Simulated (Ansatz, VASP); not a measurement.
**Pd: VASP beside Ansatz**

Contents of INCAR:

```
ALGO = Normal
EDIFF = 1E-6
ENCUT = 520
GGA = RP
ISIF = 2
ISMEAR = -1
ISPIN = 2
LASPH = True
LCHARG = False
LMAXMIX = 4
LORBIT = 11
LREAL = False
LWAVE = False
MAGMOM = 0.447 0.447
NBANDS = 21
NELM = 150
PREC = Accurate
SIGMA = 0.05
```

Contents of KPOINTS:

```
k-points
0
Gamma
  10 10 10
```

File POSCAR:

```
Pd
1.0
    0.0000000000      3.0613060334      3.0613060334
    3.0613060334      0.0000000000      3.0613060334
    3.0613060334      3.0613060334      0.0000000000
Pd
2
Direct
    0.1250000000      0.1250000000      0.1250000000
    0.8750000000      0.8750000000      0.8750000000
```

Input for Ansatz:

```yaml
crystal:
  lattice:
    - [0.0, 3.0613060334, 3.0613060334]
    - [3.0613060334, 0.0, 3.0613060334]
    - [3.0613060334, 3.0613060334, 0.0]
  atoms:
    - { symbol: Pd, position: [0.125, 0.125, 0.125], spin: 0.447 }
    - { symbol: Pd, position: [0.875, 0.875, 0.875], spin: 0.447 }
hamiltonian:
  xc: rpbe
  pseudopotentials:
    kind: paw
    azcp:
      Pd: "pseudopotentials/Pd.paw.azcp"
basis:
  ecutwfc: 420
  fft_grid_basis: typed
kpoints:
  mp_grid: { grid: [10, 10, 10], shift: [0, 0, 0] }
magnetization:
  spin_polarized: true
scf:
  occupations: { method: fermi_dirac, width: 0.05 }
  lower_state_search: "off"
output:
  stress: true
```

Alike in both runs: task single point; functional RPBE; k mesh 10 × 10 × 10; occupations fermi-dirac, width 0.05 eV; collinear spin.

|  | VASP | Ansatz |
| --- | --- | --- |
| version | VASP 6.6.1 | Ansatz 0.2.0 |
| potentials or method | VASP PAW PBE potentials, release 64 (Pd) | plane waves (420 eV) with PAW, scalar-relativistic |
| plane-wave cutoff (eV) | 520 | 420 |
| valence electrons in the cell | 20 | 36 |

|  | VASP | Ansatz | Ansatz less VASP |
| --- | --- | --- | --- |
| pressure (GPa) | -4.7 | -4.5 | +0.11 |
| net moment per atom (μB) | 0.44 | 0.44 | -0.001 |
| size of the moment on the site where the two differ most (μB) | 0.43 | 0.43 | -0.003 |

Site moments also hang on the region over which each program counts them. With one functional, cell and mesh, what is left measures potentials, basis and numerics. The two sets of potentials don't hold the same shells in valence.

Caveats: the PAW data sets were made with another functional, which shifts forces and pressure a little (VASP).
